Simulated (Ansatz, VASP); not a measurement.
# One calculation of SiC, two programs

```xyz
2
Lattice="0.0000 2.1298 2.1298 2.1298 0.0000 2.1298 2.1298 2.1298 0.0000" Properties=species:S:1:pos:R:3 pbc="T T T"
Si    0.0000    0.0000    0.0000
C     3.1947    3.1947    3.1947
```

Alike in both runs: task single point; functional PBE; k mesh 12 × 12 × 12; occupations gaussian, width 0.05 eV; no spin polarisation.

|  | VASP | Ansatz |
| --- | --- | --- |
| version | VASP 6.6.1 | Ansatz 0.2.0 |
| potentials or method | VASP PAW PBE potentials, release 64 (Si, C) | scalar-relativistic, plane waves, PAW |
| plane-wave cutoff (eV) | 520 | 520 |
| valence electrons in the cell | 8 | 8 |

|  | VASP | Ansatz | Ansatz less VASP |
| --- | --- | --- | --- |
| gap on the k mesh at the Fermi level (eV) | 1.29 | 1.29 | +0.004 |
| least direct gap on the mesh (eV) | 4.61 | 4.62 | +0.012 |
| pressure (GPa) | 20.8 | 20.9 | +0.12 |

Caveats: so large a pressure means that the cell lies far from this level's equilibrium, or that cutoff or potentials fall short (VASP). A k mesh can miss the band edges.
